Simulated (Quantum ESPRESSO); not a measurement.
# MgO (Fm-3m) in Quantum ESPRESSO: further runs, part 2 of 2

Quantum ESPRESSO 7.5.

**4. Dielectric tensor, PBEsol**

File pw.in:

```
&CONTROL
  calculation = 'scf'
  prefix = 'pwscf'
  outdir = './tmp'
  pseudo_dir = './pseudo'
  tprnfor = .true.
  tstress = .true.
  disk_io = 'low'
/
&SYSTEM
  ibrav = 0
  nat = 2
  ntyp = 2
  ecutwfc = 84
  nbnd = 14
  occupations = 'smearing'
  smearing = 'fd'
  degauss = 0.00367493
/
&ELECTRONS
  conv_thr = 4d-10
  electron_maxstep = 120
  mixing_beta = 0.5
/
ATOMIC_SPECIES
Mg    24.3050 Mg.upf
O     15.9990 O.upf
CELL_PARAMETERS angstrom
   0.0000000000    2.0970013927    2.0970013927
   2.0970013927    0.0000000000    2.0970013927
   2.0970013927    2.0970013927    0.0000000000
ATOMIC_POSITIONS angstrom
Mg     0.0000000000    0.0000000000    0.0000000000
O      2.0970013927    2.0970013927    2.0970013927
K_POINTS automatic
8 8 8 0 0 0
```

File scf2.in:

```
&CONTROL
  calculation = 'scf'
  prefix = 'pwscf'
  outdir = './tmp'
  pseudo_dir = './pseudo'
  tprnfor = .true.
  tstress = .true.
  disk_io = 'low'
/
&SYSTEM
  ibrav = 0
  nat = 2
  ntyp = 2
  ecutwfc = 84
  nbnd = 14
  occupations = 'fixed'
/
&ELECTRONS
  conv_thr = 1d-13
  electron_maxstep = 120
  mixing_beta = 0.5
  startingpot = 'file'
  startingwfc = 'file'
/
ATOMIC_SPECIES
Mg    24.3050 Mg.upf
O     15.9990 O.upf
CELL_PARAMETERS angstrom
   0.0000000000    2.0970013927    2.0970013927
   2.0970013927    0.0000000000    2.0970013927
   2.0970013927    2.0970013927    0.0000000000
ATOMIC_POSITIONS angstrom
Mg     0.0000000000    0.0000000000    0.0000000000
O      2.0970013927    2.0970013927    2.0970013927
K_POINTS automatic
8 8 8 0 0 0
```

File ph.in:

```
dielectric of MgO
&INPUTPH
  prefix = 'pwscf'
  outdir = './tmp'
  tr2_ph = 1d-18
  fildyn = 'dyn'
  niter_ph = 90
  alpha_mix(1) = 0.7
  epsil = .true.
  trans = .false.
  zeu = .true.
/
0.0000000000 0.0000000000 0.0000000000
```

Potentials or basis: PseudoDojo 0.4.1 SR PBEsol standard.

On the command line:

```console
$ OMP_NUM_THREADS=1 pw.x -in pw.in > pw.out
$ OMP_NUM_THREADS=1 pw.x -in scf2.in > scf2.out
$ OMP_NUM_THREADS=1 ph.x -in ph.in > ph.out
```

pw.out:

```text
This program is part of the open-source Quantum ESPRESSO suite
     for quantum simulation of materials; please cite
[... 9 lines left out ...]
     --------------------
     sticks:   dense  smooth     PW     G-vecs:    dense   smooth      PW
     Sum         733     733    223                12939    12939    2229

     Using Slab Decomposition

     bravais-lattice index     =            0
     lattice parameter (alat)  =       5.6042  a.u.
     unit-cell volume          =     124.4580 (a.u.)^3
     number of atoms/cell      =            2
     number of atomic types    =            2
     number of electrons       =        16.00
     number of Kohn-Sham states=           14
     kinetic-energy cutoff     =      84.0000  Ry
     charge density cutoff     =     336.0000  Ry
     scf convergence threshold =      4.0E-10
     mixing beta               =       0.5000
     number of iterations used =            8  plain     mixing
     Exchange-correlation= PBESOL
                           (   1   4  10   8   0   0   0)

     celldm(1)=   5.604187  celldm(2)=   0.000000  celldm(3)=   0.000000
     celldm(4)=   0.000000  celldm(5)=   0.000000  celldm(6)=   0.000000

     crystal axes: (cart. coord. in units of alat)
               a(1) = (   0.000000   0.707107   0.707107 )
               a(2) = (   0.707107   0.000000   0.707107 )
               a(3) = (   0.707107   0.707107   0.000000 )

     reciprocal axes: (cart. coord. in units 2 pi/alat)
               b(1) = ( -0.707107  0.707107  0.707107 )
               b(2) = (  0.707107 -0.707107  0.707107 )
               b(3) = (  0.707107  0.707107 -0.707107 )

     PseudoPot. # 1 for Mg read from file:
     Mg.upf
     Pseudo is Norm-conserving, Zval = 10.0
     Generated using ONCVPSP code by D. R. Hamann
     Using radial grid of 1510 points,  4 beta functions with:
                l(1) =   0
                l(2) =   0
                l(3) =   1
                l(4) =   1

     PseudoPot. # 2 for O  read from file:
     O.upf
     Pseudo is Norm-conserving + core correction, Zval =  6.0
     Generated using ONCVPSP code by D. R. Hamann
     Using radial grid of  936 points,  5 beta functions with:
                l(1) =   0
                l(2) =   0
                l(3) =   1
                l(4) =   1
                l(5) =   2

     atomic species   valence    mass     pseudopotential
     Mg               10.00    24.30500     Mg( 1.00)
     O                 6.00    15.99900     O ( 1.00)

     48 Sym. Ops., with inversion, found

   Cartesian axes

     site n.     atom                  positions (alat units)
         1        Mg     tau(   1) = (   0.0000000   0.0000000   0.0000000  )
         2        O      tau(   2) = (   0.7071068   0.7071068   0.7071068  )

     number of k points=    29  Fermi-Dirac smearing, width (Ry)=  0.0037
                       cart. coord. in units 2pi/alat
        k(    1) = (   0.0000000   0.0000000   0.0000000), wk =   0.0039062
        k(    2) = (   0.0883883   0.0883883  -0.0883883), wk =   0.0312500
        k(    3) = (   0.1767767   0.1767767  -0.1767767), wk =   0.0312500
        k(    4) = (   0.2651650   0.2651650  -0.2651650), wk =   0.0312500
        k(    5) = (  -0.3535534  -0.3535534   0.3535534), wk =   0.0156250
        k(    6) = (   0.1767767   0.0000000   0.0000000), wk =   0.0234375
[... 21 lines left out ...]
        k(   28) = (  -0.7071068   0.1767767  -0.0000000), wk =   0.0468750
        k(   29) = (  -0.7071068   0.3535534   0.0000000), wk =   0.0234375

     Dense  grid:    12939 G-vectors     FFT dimensions: (  36,  36,  36)

     Initial potential from superposition of free atoms

     starting charge      15.9992, renormalised to      16.0000
     Starting wfcs are    9 randomized atomic wfcs +    5 random wfcs

     Self-consistent Calculation

     iteration #  1     ecut=    84.00 Ry     beta= 0.50
     Davidson diagonalization with overlap
     ethr =  1.00E-02,  avg # of iterations =  5.3

     total energy              =    -151.71902469 Ry
     estimated scf accuracy    <       0.35050886 Ry

     iteration #  2     ecut=    84.00 Ry     beta= 0.50
     Davidson diagonalization with overlap
     ethr =  2.19E-03,  avg # of iterations =  2.0
[... 43 lines left out ...]
     total energy              =    -151.82404917 Ry
     estimated scf accuracy    <          1.3E-09 Ry

     iteration #  9     ecut=    84.00 Ry     beta= 0.50
     Davidson diagonalization with overlap
     ethr =  8.00E-12,  avg # of iterations =  2.0

     End of self-consistent calculation

          k = 0.0000 0.0000 0.0000 (  1639 PWs)   bands (ev):

   -63.7934 -30.7368 -30.7368 -30.7368  -9.1054   8.0957   8.0957   8.0957
    12.8864  23.9562  23.9562  23.9562  27.6923  29.8238

          k = 0.0884 0.0884-0.0884 (  1606 PWs)   bands (ev):

   -63.7920 -30.7505 -30.7382 -30.7382  -8.9299   7.1297   7.9912   7.9912
    13.7982  22.2067  24.3152  24.3152  28.7920  28.7920

          k = 0.1768 0.1768-0.1768 (  1618 PWs)   bands (ev):
[... 6 lines left out ...]
   -63.7852 -30.8162 -30.7448 -30.7448  -7.9582   3.9506   7.5240   7.5240
    15.8807  20.4933  24.6044  24.6044  29.4685  29.7124

          k =-0.3536-0.3536 0.3536 (  1622 PWs)   bands (ev):

   -63.7838 -30.8297 -30.7462 -30.7462  -7.7215   3.3838   7.4339   7.4339
    15.9495  20.7454  24.4276  24.4276  29.1689  30.7893

          k = 0.1768 0.0000 0.0000 (  1615 PWs)   bands (ev):

   -63.7916 -30.7496 -30.7413 -30.7413  -8.8748   7.0503   7.8593   7.8593
    14.0968  21.6933  24.4697  24.4697  27.0506  30.3121

          k = 0.2652 0.0884-0.0884 (  1609 PWs)   bands (ev):

   -63.7888 -30.7738 -30.7458 -30.7441  -8.5204   5.7984   7.6013   7.6072
    15.3866  20.3321  24.5225  24.9779  26.2266  30.2095

          k = 0.3536 0.1768-0.1768 (  1614 PWs)   bands (ev):
[... 11 lines left out ...]
   -63.7838 -30.8188 -30.7560 -30.7462  -7.7671   3.8349   6.8610   7.4338
    16.6457  20.4344  23.1146  24.9063  29.5624  29.8569

          k =-0.0884-0.2652 0.2652 (  1618 PWs)   bands (ev):

   -63.7866 -30.7949 -30.7534 -30.7417  -8.1908   4.8638   7.0863   7.6750
    16.1762  20.1500  23.7405  25.3958  27.2631  29.6191

          k = 0.0000-0.1768 0.1768 (  1608 PWs)   bands (ev):

   -63.7900 -30.7664 -30.7461 -30.7383  -8.6635   6.1995   7.5602   7.9112
    14.8741  20.9628  24.3288  25.0126  27.0869  29.1270

          k = 0.3536 0.0000 0.0000 (  1612 PWs)   bands (ev):

   -63.7871 -30.7788 -30.7522 -30.7522  -8.3084   5.4238   7.3458   7.3458
    16.2301  19.2052  23.6408  25.6131  25.6131  31.7376

          k = 0.4419 0.0884-0.0884 (  1620 PWs)   bands (ev):

   -63.7843 -30.7975 -30.7589 -30.7568  -7.9380   4.6651   6.8787   7.1256
    17.3152  18.7058  22.2751  25.9524  26.4331  32.4697

          k =-0.1768-0.5303 0.5303 (  1617 PWs)   bands (ev):

   -63.7823 -30.8101 -30.7695 -30.7569  -7.6166   4.2078   6.1420   7.0609
    17.7721  19.6868  21.4204  25.7942  27.0017  32.8017

          k =-0.0884-0.4419 0.4419 (  1611 PWs)   bands (ev):

   -63.7821 -30.8088 -30.7779 -30.7526  -7.5615   4.2690   5.6710   7.1830
    18.0114  20.2540  21.2777  25.6112  27.7960  30.7627

          k = 0.0000-0.3536 0.3536 (  1624 PWs)   bands (ev):

   -63.7839 -30.8021 -30.7717 -30.7463  -7.8119   4.5339   6.0566   7.4337
    17.5939  19.8487  22.1852  25.6775  28.1740  29.2537

          k = 0.5303-0.0000 0.0000 (  1624 PWs)   bands (ev):

   -63.7826 -30.8052 -30.7631 -30.7631  -7.7308   4.3107   6.8960   6.8960
    17.6575  17.8487  21.5075  26.6837  26.6837  34.8508

          k =-0.0884-0.6187 0.6187 (  1629 PWs)   bands (ev):

   -63.7812 -30.8103 -30.7718 -30.7645  -7.5293   4.1488   6.3402   6.8199
    17.6340  18.6033  21.0673  26.7364  26.7510  34.6631

          k = 0.0000-0.5303 0.5303 (  1624 PWs)   bands (ev):

   -63.7810 -30.8017 -30.7880 -30.7602  -7.4598   4.5374   5.3319   6.9333
    18.1451  19.9409  20.6098  26.2782  26.5009  33.3929

          k =-0.7071 0.0000 0.0000 (  1604 PWs)   bands (ev):

   -63.7807 -30.8154 -30.7677 -30.7677  -7.4897   3.9412   6.7248   6.7248
    17.1374  18.1342  21.1887  27.1299  27.1299  33.8268

          k = 0.3536 0.1768 0.0000 (  1610 PWs)   bands (ev):

   -63.7861 -30.7900 -30.7579 -30.7464  -8.1548   5.0309   6.9207   7.4712
    16.6399  19.5346  23.2259  25.7061  26.2771  30.7525

          k =-0.2652-0.4419 0.6187 (  1622 PWs)   bands (ev):

   -63.7834 -30.8072 -30.7665 -30.7511  -7.7547   4.3198   6.3343   7.2145
    17.5974  19.7338  22.0668  25.2934  27.8818  30.6970

          k =-0.1768-0.3536 0.5303 (  1614 PWs)   bands (ev):
[... 6 lines left out ...]
   -63.7823 -30.8048 -30.7697 -30.7609  -7.6561   4.3795   6.3689   6.8296
    18.4302  18.4329  21.2981  25.6413  27.3668  32.7699

          k =-0.0884-0.4419 0.6187 (  1616 PWs)   bands (ev):

   -63.7812 -30.8029 -30.7822 -30.7630  -7.4788   4.5225   5.5608   6.6941
    18.6562  19.8502  20.6340  24.7780  28.2516  31.7650

          k = 0.0000-0.3536 0.5303 (  1616 PWs)   bands (ev):

   -63.7816 -30.8002 -30.7857 -30.7578  -7.5221   4.6459   5.3462   6.8909
    18.8315  19.7913  20.9006  24.8177  29.1738  29.7340

          k =-0.7071 0.1768-0.0000 (  1628 PWs)   bands (ev):

   -63.7807 -30.8084 -30.7746 -30.7688  -7.4559   4.2441   6.1603   6.5028
    18.0387  19.0244  20.8409  25.5087  27.7960  34.5246

          k =-0.7071 0.3536 0.0000 (  1628 PWs)   bands (ev):

   -63.7807 -30.7915 -30.7915 -30.7699  -7.4218   5.0839   5.0839   6.2921
    19.7143  19.7143  20.3477  23.6883  30.1597  30.1597

     the Fermi energy is    10.4397 ev

!    total energy              =    -151.82404917 Ry
     estimated scf accuracy    <          1.7E-11 Ry
     smearing contrib. (-TS)   =       0.00000000 Ry
     internal energy E=F+TS    =    -151.82404917 Ry

     The total energy is F=E-TS. E is the sum of the following terms:
     one-electron contribution =     -73.69342632 Ry
     hartree contribution      =      41.14590211 Ry
     xc contribution           =     -24.10175926 Ry
     ewald contribution        =     -95.17476569 Ry

     convergence has been achieved in   9 iterations

     Forces acting on atoms (cartesian axes, Ry/au):

     atom    1 type  1   force =     0.00000000   -0.00000000   -0.00000000
     atom    2 type  2   force =    -0.00000000    0.00000000    0.00000000

     Total force =     0.000000     Total SCF correction =     0.000000

     Computing stress (Cartesian axis) and pressure

          total   stress  (Ry/bohr**3)                   (kbar)     P=       22.54
   0.00015321   0.00000000  -0.00000000           22.54        0.00       -0.00
   0.00000000   0.00015321  -0.00000000            0.00       22.54       -0.00
  -0.00000000  -0.00000000   0.00015321           -0.00       -0.00       22.54

=------------------------------------------------------------------------------=
   JOB DONE.
=------------------------------------------------------------------------------=
```

Wall time 66 s (1 thread of Arm Neoverse V2, shared host); peak memory 0.05 GiB.

Results:

```
Free energy                             : -2065.6714 eV
Pressure                                : 2.3 GPa
Band gap on the k mesh                  : 4.79 eV, direct
Electronic dielectric tensor (diagonal) : 3.22
Born charges (mean of the diagonal)     : Mg +1.98; O -1.98 e
```

Electronic dielectric tensor:
```
3.22 0.00 0.00
0.00 3.22 0.00
0.00 0.00 3.22
```

Born effective charge tensors (e):
atom 1, Mg
```
1.98 0.00 0.00
0.00 1.98 0.00
0.00 0.00 1.98
```
atom 2, O
```
-1.98  0.00  0.00
 0.00 -1.98  0.00
 0.00  0.00 -1.98
```

Caveat: on a mesh that holds Γ this program's dielectric tensor can be off by some percent beyond the error of the mesh.

**5. Dielectric tensor, PBEsol**

pw.in, as its differences from that of step 4:

```diff
@@ -35,2 +35,2 @@
 K_POINTS automatic
-8 8 8 0 0 0
+10 10 10 0 0 0
```

scf2.in, as its differences from that of step 4:

```diff
@@ -35,2 +35,2 @@
 K_POINTS automatic
-8 8 8 0 0 0
+10 10 10 0 0 0
```

ph.in is that of step 4.

Potentials or basis: PseudoDojo 0.4.1 SR PBEsol standard.

On the command line:

```console
$ OMP_NUM_THREADS=1 pw.x -in pw.in > pw.out
$ OMP_NUM_THREADS=1 pw.x -in scf2.in > scf2.out
$ OMP_NUM_THREADS=1 ph.x -in ph.in > ph.out
```

pw.out:

```text
This program is part of the open-source Quantum ESPRESSO suite
     for quantum simulation of materials; please cite
[... 9 lines left out ...]
     --------------------
     sticks:   dense  smooth     PW     G-vecs:    dense   smooth      PW
     Sum         733     733    223                12939    12939    2229

     Using Slab Decomposition

     bravais-lattice index     =            0
     lattice parameter (alat)  =       5.6042  a.u.
     unit-cell volume          =     124.4580 (a.u.)^3
     number of atoms/cell      =            2
     number of atomic types    =            2
     number of electrons       =        16.00
     number of Kohn-Sham states=           14
     kinetic-energy cutoff     =      84.0000  Ry
     charge density cutoff     =     336.0000  Ry
     scf convergence threshold =      4.0E-10
     mixing beta               =       0.5000
     number of iterations used =            8  plain     mixing
[... 323 lines left out ...]
    17.1374  18.1342  21.1887  27.1299  27.1299  33.8268

          k = 0.2828 0.1414 0.0000 (  1613 PWs)   bands (ev):

   -63.7882 -30.7769 -30.7509 -30.7428  -8.4392   5.6345   7.3134   7.6764
    15.6988  20.1192  24.1220  25.5232  25.9297  30.1873

          k = 0.3536 0.2121-0.0707 (  1618 PWs)   bands (ev):
[... 71 lines left out ...]
   -63.7807 -30.7988 -30.7841 -30.7697  -7.4284   4.6950   5.5162   6.3315
    19.0600  20.0199  20.2637  24.0998  28.9690  31.6981

     the Fermi energy is    10.3002 ev

!    total energy              =    -151.82405077 Ry
     estimated scf accuracy    <          1.6E-11 Ry
     smearing contrib. (-TS)   =       0.00000000 Ry
     internal energy E=F+TS    =    -151.82405077 Ry

     The total energy is F=E-TS. E is the sum of the following terms:
     one-electron contribution =     -73.69342343 Ry
     hartree contribution      =      41.14589338 Ry
     xc contribution           =     -24.10175504 Ry
     ewald contribution        =     -95.17476569 Ry

     convergence has been achieved in   9 iterations

     Forces acting on atoms (cartesian axes, Ry/au):

     atom    1 type  1   force =     0.00000000   -0.00000000   -0.00000000
     atom    2 type  2   force =    -0.00000000    0.00000000    0.00000000

     Total force =     0.000000     Total SCF correction =     0.000000

     Computing stress (Cartesian axis) and pressure

          total   stress  (Ry/bohr**3)                   (kbar)     P=       22.55
   0.00015332  -0.00000000  -0.00000000           22.55       -0.00       -0.00
  -0.00000000   0.00015332  -0.00000000           -0.00       22.55       -0.00
  -0.00000000  -0.00000000   0.00015332           -0.00       -0.00       22.55

=------------------------------------------------------------------------------=
   JOB DONE.
=------------------------------------------------------------------------------=
```

ph.out:

```text
This program is part of the open-source Quantum ESPRESSO suite
     for quantum simulation of materials; please cite
         "P. Giannozzi et al., J. Phys.:Condens. Matter 21 395502 (2009);
         "P. Giannozzi et al., J. Phys.:Condens. Matter 29 465901 (2017);
         "P. Giannozzi et al., J. Chem. Phys. 152 154105 (2020);
     in publications or presentations arising from this work. More details at

     IMPORTANT: XC functional enforced from input :
[... 200 lines left out ...]
      E*z (       -0.00000       -0.00000       -1.97985 )

     INITIALIZATION:

     DIELECTRIC CONSTANT AND EFFECTIVE CHARGES:

      Additional routines

=------------------------------------------------------------------------------=
   JOB DONE.
=------------------------------------------------------------------------------=
```

Wall time 1.8 min (1 thread of Arm Neoverse V2, shared host); peak memory 0.05 GiB.

Results:

| Quantity | Value |
| --- | --- |
| Free energy | -2065.6714 eV |
| Pressure | 2.3 GPa |
| Band gap on the k mesh | 4.79 eV, direct |
| Electronic dielectric tensor (diagonal) | 3.22 |
| Born charges (mean of the diagonal) | Mg +1.98; O -1.98 e |

Levels at points of the mesh, in eV from the valence-band top:
| k point | band 6 | band 7 | band 8 | band 9 | band 10 | band 11 |
| --- | --- | --- | --- | --- | --- | --- |
| (0.00, 0.00, 0.00) | 0.00 | 0.00 | 0.00 | 4.79 | 15.86 | 15.86 |
| (0.00, 0.00, -0.50) | -4.71 | -0.66 | -0.66 | 7.85 | 12.65 | 16.33 |
| (0.00, -0.50, -0.50) | -4.15 | -1.37 | -1.37 | 9.04 | 10.04 | 13.09 |

Electronic dielectric tensor:
```
3.22 0.00 0.00
0.00 3.22 0.00
0.00 0.00 3.22
```

Born effective charge tensors (e):
atom 1, Mg
```
1.98 0.00 0.00
0.00 1.98 0.00
0.00 0.00 1.98
```
atom 2, O
```
-1.98  0.00  0.00
 0.00 -1.98  0.00
 0.00  0.00 -1.98
```

Caveat: on a mesh that holds Γ this program's dielectric tensor can be off by some percent beyond the error of the mesh.

**6. The runs side by side**

```tsv
k mesh	mesh quality	gap on the mesh (eV)	pressure (GPa)
4 × 4 × 4	coarse	4.78	2.3
6 × 6 × 6	coarse	4.79	2.3
8 × 8 × 8	not flagged	4.79	2.3
10 × 10 × 10	not flagged	4.79	2.3
```

Alike in all rows: task dielectric tensor; level PBEsol; potentials or basis PseudoDojo 0.4.1 SR PBEsol standard; no spin polarisation; cell as given; cutoff (eV) 1143; smearing fermi-dirac 0.05 eV.

Caveats: some runs use coarse meshes; on a mesh that holds Γ this program's dielectric tensor can be off by some percent beyond the error of the mesh.

Absolute energies hang on the potentials; compare differences alone.

**7. How close it comes**

Step 4. Measured gap of MgO: 7.83 eV (quoted in “Electronic structure of alkaline earth and post-transition metal oxides”, 2009, arxiv:0908.1581). This calculation gives 4.79 eV (-3.04 eV). The value is that of PBEsol, without temperature or zero-point motion. Semilocal functionals fall short of measured gaps as a rule. The cell is a database's relaxed one, not the measured one, which moves gaps too. A measured high-frequency dielectric constant of MgO is 2.95 (295 K; “Infrared Optical Properties of Ferropericlase (Mg1-xFexO): Experiment and Theory”, 2007, arxiv:0704.2267); the calculated 3.22 misses it by +9.0 %.

Step 5. Measured gap of MgO: 7.83 eV (quoted in “Electronic structure of alkaline earth and post-transition metal oxides”, 2009, arxiv:0908.1581). This calculation gives 4.79 eV (-3.04 eV). The value is that of PBEsol, without temperature or zero-point motion. Semilocal functionals fall short of measured gaps as a rule. The cell is a database's relaxed one, not the measured one, which moves gaps too. A measured high-frequency dielectric constant of MgO is 2.95 (295 K; “Infrared Optical Properties of Ferropericlase (Mg1-xFexO): Experiment and Theory”, 2007, arxiv:0704.2267); the calculated 3.22 misses it by +9.0 %.
